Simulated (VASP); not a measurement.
Runs of VASP 6.6.1 on LiH. It takes space group Pm-3m (No. 221, cubic). Conventional cell: a = 2.507 Å, b = 2.507 Å, c = 2.507 Å, α = 90.00°, β = 90.00°, γ = 90.00°. Around Li (site symmetry m-3m) lie 8 H at 2.17 Å. H (site symmetry m-3m) is surrounded by 8 Li at 2.17 Å. The cell was built by a generator and needn't be a form met in nature.

```tsv
level	gap on the mesh (eV)	pressure (GPa)	relaxed volume (Å³/atom)
RPBE+D4	1.33	-0.1	-
RPBE+D3(BJ)	1.26	0.3	5.05
RPBE+D3	(b)	-0.2	7.37
RPBE	1.32	0.0	(a)
```

Alike in all rows: task relaxation of cell and atoms; potentials or basis VASP PAW PBE potentials, release 64 (Li_sv, H); no spin polarisation; cell relaxed; k mesh 11 × 11 × 11; cutoff (eV) 600; smearing fermi-dirac 0.05 eV.

Q: Fill in the values left out.

A: (a) 8.14; (b) 1.34.

Caveats: the cutoff is under 1.25 times the usual one of these potentials, so pressure, stress and relaxed cells hold a basis-set (Pulay) error; the PAW data sets were made with another functional, which shifts forces and pressure a little; an odd mesh through Γ misses points on the zone boundary, where band edges often lie; the relaxation stopped at its first step, so nothing moved (some runs); the volume moved by over 15 % at a fixed basis, so the end points are rough (some runs).
